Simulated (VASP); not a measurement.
# PbSe (Clausthalite) (Fm-3m) in VASP: further runs

Runs on PbSe (Clausthalite). Level: PBE. Tasks: single point.

All numbers are computed with VASP 6.6.1; they aren't measurements. Logs are shortened: lines on timing, memory, paths and dates and some standing lists are left out, and cuts for length are marked.

**The experiment to reproduce.**

From a printed reference work, monograph, for a bulk crystal of PbSe at 300 K: band gap 0.28 eV (direct).

How close the calculation comes is told below.

## (1) The cell of the first run

Symmetry: Fm-3m, No. 225, cubic system. Conventional cell: a = 5.866 Å, b = 5.866 Å, c = 5.866 Å, α = 90.00°, β = 90.00°, γ = 90.00°. Pb (site symmetry m-3m) has 6 Se at 2.93 Å within 3.9 Å. Se (site symmetry m-3m) has 6 Pb at 2.93 Å within 3.9 Å.

## (2) Single point, PBE

INCAR

```
SYSTEM = PbSe
ALGO = Normal
EDIFF = 1E-7
ENCUT = 520
GGA = PE
ISIF = 2
ISMEAR = 0
LASPH = .True.
LCHARG = .False.
LREAL = .False.
LWAVE = .False.
NBANDS = 17
NELM = 80
PREC = Accurate
SIGMA = 0.01
```

KPOINTS

```
k-points
0
Gamma
  6 6 6
  0 0 0
```

POSCAR

```
PbSe
1.0
    0.0000000000      2.9329718371      2.9329718371
    2.9329718371      0.0000000000      2.9329718371
    2.9329718371      2.9329718371      0.0000000000
Pb Se
1 1
Direct
    0.0000000000      0.0000000000      0.0000000000
    0.5000000000      0.5000000000      0.5000000000
```

Potentials or basis: VASP PAW PBE potentials, release 64 (Pb_d, Se).

The run is started by

```console
$ cat potpaw_PBE.64/Pb_d/POTCAR potpaw_PBE.64/Se/POTCAR > POTCAR
$ mpirun -np 1 vasp_std > vasp.out
```

OUTCAR:

```text
SYSTEM = PbSe
   EDIFF = 1E-7
   ENCUT = 520
   GGA = PE
   ISIF = 2
   ISMEAR = 0
   LASPH = .True.
   LREAL = .False.
   NELM = 80
   PREC = Accurate

 ion  position               nearest neighbor table
   1  0.000  0.000  0.000-   2 2.93   2 2.93   2 2.93   2 2.93   2 2.93   2 2.93
   2  0.500  0.500  0.500-   1 2.93   1 2.93   1 2.93   1 2.93   1 2.93   1 2.93

  LATTYP: Found a face centered cubic cell.
 ALAT       =     5.8659436742

  Lattice vectors:

 A1 = (   0.0000000000,   2.9329718371,   2.9329718371)
 A2 = (   2.9329718371,   0.0000000000,   2.9329718371)
 A3 = (   2.9329718371,   2.9329718371,   0.0000000000)

Analysis of symmetry for initial positions (statically):
=====================================================================
 Subroutine PRICEL returns:
 Original cell was already a primitive cell.

 Routine SETGRP: Setting up the symmetry group for a
 face centered cubic supercell.

 Subroutine GETGRP returns: Found 48 space group operations
 (whereof 48 operations were pure point group operations)
 out of a pool of 48 trial point group operations.

The static configuration has the point symmetry O_h .

Analysis of symmetry for dynamics (positions and initial velocities):
=====================================================================
 Subroutine PRICEL returns:
 Original cell was already a primitive cell.

 Routine SETGRP: Setting up the symmetry group for a
 face centered cubic supercell.

 Subroutine GETGRP returns: Found 48 space group operations
 (whereof 48 operations were pure point group operations)
 out of a pool of 48 trial point group operations.

The dynamic configuration has the point symmetry O_h .

 Subroutine INISYM returns: Found 48 space group operations
 (whereof 48 operations are pure point group operations),
 and found     1 'primitive' translations

----------------------------------------------------------------------------------------

                                     Primitive cell

  volume of cell :      50.4607

  direct lattice vectors                    reciprocal lattice vectors
     0.000000000  2.932971837  2.932971837    -0.170475554  0.170475554  0.170475554
     2.932971837  0.000000000  2.932971837     0.170475554 -0.170475554  0.170475554
     2.932971837  2.932971837  0.000000000     0.170475554  0.170475554 -0.170475554

  length of vectors
     4.147848550  4.147848550  4.147848550     0.295272322  0.295272322  0.295272322

  position of ions in fractional coordinates (direct lattice)
     0.000000000  0.000000000  0.000000000
     0.500000000  0.500000000  0.500000000

  ion indices of the primitive-cell ions
   primitive index   ion index
                 1           1
                 2           2

----------------------------------------------------------------------------------------

 KPOINTS: k-points

Automatic generation of k-mesh.
 Grid dimensions read from file:
 generate k-points for:    6    6    6

 Generating k-lattice:

  Cartesian coordinates                     Fractional coordinates (reciprocal lattice)
    -0.028412592  0.028412592  0.028412592     0.166666667  0.000000000  0.000000000
     0.028412592 -0.028412592  0.028412592     0.000000000  0.166666667  0.000000000
     0.028412592  0.028412592 -0.028412592     0.000000000  0.000000000  0.166666667

  Length of vectors
     0.049212054  0.049212054  0.049212054

  Shift w.r.t. Gamma in fractional coordinates (k-lattice)
     0.000000000  0.000000000  0.000000000

 Subroutine IBZKPT returns following result:
 ===========================================

 Found     16 irreducible k-points:

 Following reciprocal coordinates:
            Coordinates               Weight
  0.000000  0.000000  0.000000      1.000000
  0.166667  0.000000  0.000000      8.000000
  0.333333  0.000000  0.000000      8.000000
  0.500000  0.000000  0.000000      4.000000
  0.166667  0.166667  0.000000      6.000000
  0.333333  0.166667  0.000000     24.000000
[... 8 lines left out ...]
 -0.333333  0.333333  0.166667     24.000000
 -0.333333  0.500000  0.166667     12.000000
   k-points           NKPTS =     16   k-points in BZ     NKDIM =     16   number of bands    NBANDS=     17
   number of dos      NEDOS =    301   number of ions     NIONS =      2
   total plane-waves  NPLWV =  32768
   dimension x,y,z NGX =    32 NGY =   32 NGZ =   32
   dimension x,y,z NGXF=    64 NGYF=   64 NGZF=   64
   ions per type =               1   1
   NGX,Y,Z   is equivalent  to a cutoff of  12.83, 12.83, 12.83 a.u.
   NGXF,Y,Z  is equivalent  to a cutoff of  25.65, 25.65, 25.65 a.u.
 SYSTEM =  PbSe
   PREC   = accura    normal or accurate (medium, high low for compatibility)
   ISTART =      0    job   : 0-new  1-cont  2-samecut
   ICHARG =      2    charge: 1-file 2-atom 10-const
   ISPIN  =      1    spin polarized calculation?
   LNONCOLLINEAR =      F non collinear calculations
   LSORBIT =      F    spin-orbit coupling
   LASPH  =      T    aspherical Exc in radial PAW
   ENCUT  =  520.0 eV  38.22 Ry    6.18 a.u.   7.71  7.71  7.71*2*pi/ulx,y,z
   NELM   =     80;   NELMIN=  2; NELMDL= -5     # of ELM steps
   EDIFF  = 0.1E-06   stopping-criterion for ELM
   LREAL  =      F    real-space projection
   EDIFFG = 0.1E-05   stopping-criterion for IOM
   NSW    =      0    number of steps for IOM
   IBRION =     -1    ionic relax: 0-MD 1-quasi-New 2-CG
   NFREE  =      0    steps in history (QN), initial steepest desc. (CG)
   ISIF   =      2    stress and relaxation
   ISYM   =      2    0-nonsym 1-usesym 2-fastsym
   POTIM  = 0.5000    time-step for ionic-motion
   TEBEG  =    0.0;   TEEND  =   0.0 temperature during run
   PSTRESS=    0.0 pullay stress
   NELECT =      20.0000    total number of electrons
   NUPDOWN=      -1.0000    fix difference up-down
   EMIN   =  10.00;   EMAX   =-10.00  energy-range for DOS
   EFERMI =   0.00;   METHOD = LEGACY
   ISMEAR =     0;   SIGMA  =   0.01  broadening in eV -4-tet -1-fermi 0-gaus
   EFERMI_NEDOS =   21; number of points for ismear=-14 and -15
   IALGO  =     38    algorithm
   IMIX   =      4    mixing-type and parameters
     AMIX     =   0.40;   BMIX     =  1.00
     AMIX_MAG =   1.60;   BMIX_MAG =  1.00
  volume/ion in A,a.u.               =      25.23       170.26
  Fermi-wavevector in a.u.,A,eV,Ry     =   1.202542  2.272475 19.675485  1.446107
  Thomas-Fermi vector in A             =   2.338320
   LORBIT       =      0    0 simple, 1 ext, 2 COOP (PROOUT), +10 PAW based schemes
   GGA     = PE    functional components
   LHFCALC =     F    Hartree Fock is set to
   AEXX    =    0.0000 exact exchange contribution
   IVDW    =     0    specifies the selected vdW correction
   LEPSILON=     F    determine dielectric tensor
   LRPA    =     F    only Hartree local field effects (RPA)
 non-spin polarized calculation
 Gauss-broadening in eV      SIGMA  =   0.01
  energy-cutoff  :      520.00
  volume of cell :       50.46
 maximum number of plane-waves:      1380
   NGX = 15   NGY = 15   NGZ = 15

 number of electron      19.9999997 magnetization

 Free energy of the ion-electron system (eV)
  ---------------------------------------------------
  ext. energy  EPLUGINS =         0.00000000
  ---------------------------------------------------
  free energy    TOTEN  =        -7.90146705 eV

  energy without entropy =       -7.90146705  energy(sigma->0) =       -7.90146705

 E-fermi :   6.7776     XC(G=0): -10.1450

 val. band max:        6.6954569693   @ k =   0.5000   0.0000   0.0000
 cond. band min:       6.9084482077   @ k =   0.5000   0.0000   0.0000
 fundamental gap:      0.2129912384
 Fermi energy:         6.7776250120

 k-point     1 :       0.0000    0.0000    0.0000
  band No.  band energies     occupation
      1     -10.3630      2.00000
      2     -10.3630      2.00000
      3     -10.3583      2.00000
      4     -10.3583      2.00000
      5     -10.3583      2.00000
      6      -8.0382      2.00000
[... 9 lines left out ...]
     16      12.9644      0.00000
     17      14.4621      0.00000

 k-point     2 :       0.1667    0.0000    0.0000
  band No.  band energies     occupation
      1     -10.3735      2.00000
      2     -10.3735      2.00000
      3     -10.3576      2.00000
      4     -10.3455      2.00000
      5     -10.3455      2.00000
      6      -7.7804      2.00000
[... 9 lines left out ...]
     16      13.6152      0.00000
     17      16.6620      0.00000

 k-point     3 :       0.3333    0.0000    0.0000
  band No.  band energies     occupation
      1     -10.3956      2.00000
      2     -10.3956      2.00000
      3     -10.3575      2.00000
      4     -10.3184      2.00000
      5     -10.3184      2.00000
      6      -7.1185      2.00000
[... 9 lines left out ...]
     16      15.1625      0.00000
     17      19.2758      0.00000

 k-point     4 :       0.5000    0.0000    0.0000
  band No.  band energies     occupation
      1     -10.4067      2.00000
      2     -10.4067      2.00000
      3     -10.3580      2.00000
      4     -10.3048      2.00000
      5     -10.3048      2.00000
      6      -6.6427      2.00000
[... 9 lines left out ...]
     16      16.7934      0.00000
     17      17.2338      0.00000
[... 183 lines left out ...]
      1     -10.4935      2.00000
      2     -10.3697      2.00000
      3     -10.3604      2.00000
      4     -10.3146      2.00000
      5     -10.3048      2.00000
      6      -6.5376      2.00000
[... 9 lines left out ...]
     16      17.0903      0.00000
     17      17.6285      0.00000

 k-point    15 :      -0.3333    0.3333    0.1667
  band No.  band energies     occupation
      1     -10.5115      2.00000
      2     -10.3766      2.00000
      3     -10.3399      2.00000
      4     -10.3332      2.00000
      5     -10.2939      2.00000
      6      -6.1730      2.00000
[... 9 lines left out ...]
     16      18.2015      0.00000
     17      18.4041      0.00000

 k-point    16 :      -0.3333    0.5000    0.1667
  band No.  band energies     occupation
      1     -10.5659      2.00000
      2     -10.3652      2.00000
      3     -10.3559      2.00000
      4     -10.3126      2.00000
      5     -10.2845      2.00000
      6      -6.0078      2.00000
[... 9 lines left out ...]
     16      18.9588      0.00000
     17      19.4695      0.00000

------------------------ aborting loop because EDIFF is reached ----------------------------------------

  FORCE on cell =-STRESS in cart. coord.  units (eV):
  Direction    XX          YY          ZZ          XY          YZ          ZX
  --------------------------------------------------------------------------------------
  -------------------------------------------------------------------------------------
  Total        3.5887395      3.5887395      3.5887395     -0.0000000     -0.0000000     -0.0000000
  in kB      113.9459370    113.9459370    113.9459370     -0.0000000     -0.0000000     -0.0000000
  external PRESSURE =     113.9459370 kB  Pullay stress =       0.0000000 kB

 VOLUME and BASIS-vectors are now :
 -----------------------------------------------------------------------------
  energy-cutoff  :      520.00
  volume of cell :       50.46
      direct lattice vectors                 reciprocal lattice vectors
     0.000000000  2.932971837  2.932971837    -0.170475554  0.170475554  0.170475554
     2.932971837  0.000000000  2.932971837     0.170475554 -0.170475554  0.170475554
     2.932971837  2.932971837  0.000000000     0.170475554  0.170475554 -0.170475554

 POSITION                                       TOTAL-FORCE (eV/Angst)
 -----------------------------------------------------------------------------------
      0.00000      0.00000      0.00000         0.000000      0.000000      0.000000
      2.93297      2.93297      2.93297        -0.000000      0.000000     -0.000000
 -----------------------------------------------------------------------------------
    total drift:                                0.000000     -0.000000     -0.000000

  FREE ENERGIE OF THE ION-ELECTRON SYSTEM (eV)
  ---------------------------------------------------
  free  energy   TOTEN  =        -7.9014670512 eV

  energy  without entropy=       -7.9014670512  energy(sigma->0) =       -7.90146705
```

Run time: 7.8 s. Hardware: 1 thread of Intel Xeon Platinum 8488C (Sapphire Rapids), shared host; peak memory 0.17 GiB.

What came out:

* Free energy: -7.9015 eV
* Pressure: 11.4 GPa
* Band gap on the k mesh: 0.21 eV, direct

Caveat: spin-orbit coupling is left out, which moves the levels of the heavy elements. A k mesh can miss the band edges.

## (3) Single point, PBE

This run uses another cell than the first one, of 26.38 Å³/atom, 1.045 times its volume.

INCAR

```
SYSTEM = PbSe
PREC = Accurate ; ENCUT = 520
EDIFF = 1E-6 ; ISMEAR = 0
SIGMA = 0.01 ; LREAL = .False.
LASPH = .True. ; NELM = 80
ALGO = Normal ; ISIF = 2
LWAVE = .False. ; LCHARG = .False.
GGA = PE ; NBANDS = 17
```

KPOINTS

```
regular mesh
0
Gamma
  6 6 6
  0 0 0
```

POSCAR

```
PbSe
1.0
    0.0000000000      2.9767539910      2.9767539910
    2.9767539910      0.0000000000      2.9767539910
    2.9767539910      2.9767539910      0.0000000000
Pb Se
1 1
Direct
    0.0000000000      0.0000000000      0.0000000000
    0.5000000000      0.5000000000      0.5000000000
```

Potentials or basis: VASP PAW PBE potentials, release 64 (Pb_d, Se).

The run is started by

```console
$ cat potpaw_PBE.64/Pb_d/POTCAR potpaw_PBE.64/Se/POTCAR > POTCAR
$ mpirun -np 1 vasp_std > vasp.out
```

OUTCAR:

```text
SYSTEM = PbSe
   PREC = Accurate
   ENCUT = 520
   EDIFF = 1E-6
   ISMEAR = 0
   LREAL = .False.
   LASPH = .True.
   NELM = 80
   ISIF = 2
   GGA = PE

 ion  position               nearest neighbor table
   1  0.000  0.000  0.000-   2 2.98   2 2.98   2 2.98   2 2.98   2 2.98   2 2.98
   2  0.500  0.500  0.500-   1 2.98   1 2.98   1 2.98   1 2.98   1 2.98   1 2.98

  LATTYP: Found a face centered cubic cell.
 ALAT       =     5.9535079820

  Lattice vectors:

 A1 = (   0.0000000000,   2.9767539910,   2.9767539910)
 A2 = (   2.9767539910,   0.0000000000,   2.9767539910)
[... 495 lines left out ...]

  FORCE on cell =-STRESS in cart. coord.  units (eV):
  Direction    XX          YY          ZZ          XY          YZ          ZX
  --------------------------------------------------------------------------------------
  -------------------------------------------------------------------------------------
  Total        2.5154891      2.5154891      2.5154891      0.0000000      0.0000000      0.0000000
  in kB       76.3966284     76.3966284     76.3966284      0.0000000      0.0000000      0.0000000
  external PRESSURE =      76.3966284 kB  Pullay stress =       0.0000000 kB

 VOLUME and BASIS-vectors are now :
 -----------------------------------------------------------------------------
  energy-cutoff  :      520.00
  volume of cell :       52.75
      direct lattice vectors                 reciprocal lattice vectors
     0.000000000  2.976753991  2.976753991    -0.167968197  0.167968197  0.167968197
     2.976753991  0.000000000  2.976753991     0.167968197 -0.167968197  0.167968197
     2.976753991  2.976753991  0.000000000     0.167968197  0.167968197 -0.167968197

 POSITION                                       TOTAL-FORCE (eV/Angst)
 -----------------------------------------------------------------------------------
      0.00000      0.00000      0.00000        -0.000000     -0.000000     -0.000000
      2.97675      2.97675      2.97675         0.000000      0.000000      0.000000
 -----------------------------------------------------------------------------------
    total drift:                                0.000000     -0.000000     -0.000000

  FREE ENERGIE OF THE ION-ELECTRON SYSTEM (eV)
  ---------------------------------------------------
  free  energy   TOTEN  =        -8.0370629429 eV

  energy  without entropy=       -8.0369602428  energy(sigma->0) =       -8.03701159
```

stdout:

```text
POSCAR found type information on POSCAR PbSe
 POSCAR found :  2 types and       2 ions
 scaLAPACK will be used
 LDA part: xc-table for (Slater+PW92), standard interpolation
 POSCAR, INCAR and KPOINTS ok, starting setup
 FFT: planning ... GRIDC
 FFT: planning ... GRID_SOFT
 FFT: planning ... GRID
 WAVECAR not read
 entering main loop
```

Wall time 7.5 s (1 thread of Intel Xeon Platinum 8488C (Sapphire Rapids), shared host); peak memory 0.18 GiB.

What came out:

- Free energy: -8.0371 eV
- Pressure: 7.6 GPa
- Band gap on the k mesh: 0.02 eV, direct

Caveat: spin-orbit coupling is left out, which moves the levels of the heavy elements.

(Part 1 of 2 ends here.)
